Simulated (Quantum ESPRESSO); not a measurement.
## O under changes of volume

One of the cells (17.288 Å³/atom); the others are scaled copies at fixed shape and fractional positions:

```
O
1.0
     2.85140   -1.66242    0.00000
     2.85140    1.66242    0.00000
    -2.39449    0.00000    3.64705
O
2
Direct
  0.97455 0.97455 0.84443
  0.02545 0.02545 0.15557
```

| Item | Value |
| --- | --- |
| Program | Quantum ESPRESSO 7.5 |
| Functional | r2SCAN |
| Potentials or basis | SG15 PBE 1.2 |
| Cutoff | 1197 eV |
| Density cutoff | 4789 eV |
| k mesh | 7 × 7 × 5 |
| Occupations | fermi-dirac, width 0.05 eV |
| Spin | no spin polarisation |

| volume (Å³/atom) | energy over the lowest point (meV/atom) | pressure (GPa) | largest force (eV/Å) |
| --- | --- | --- | --- |
| 16.251 | 0.00 | -1.2 | 0.991 |
| 16.596 | 4.29 | -2.4 | 0.376 |
| 16.942 | 11.03 | -3.5 | 0.318 |
| 17.288 | 19.96 | -4.4 | 0.842 |
| 17.634 | 30.87 | -5.3 | 1.355 |
| 17.979 | 43.55 | -6.1 | 1.837 |
| 18.325 | ? | ? | ? |

Q: What does the run at 18.325 Å³/atom give?

A: Energy over the lowest point 57.81 meV/atom; pressure -6.8 GPa; largest force 2.288 eV/Å.

Worked out: A Birch-Murnaghan fit of order 3 (a polynomial in V^(-2/3)) to the other rows has its minimum at 15.88 Å³/atom, just outside them, with B0 = V·E''(V) = 64 GPa and B' = 3.7 at fixed shape and positions, which overstates the stiffness. It gives 57.88 meV/atom at 18.325 Å³/atom, against the run's 57.81, and -dE/dV = -7.0 GPa, against -6.8.

Energies are extrapolated to zero smearing.

Caveats: the potentials were made for another functional, which shifts forces and pressure; spin is off for a triplet molecule.
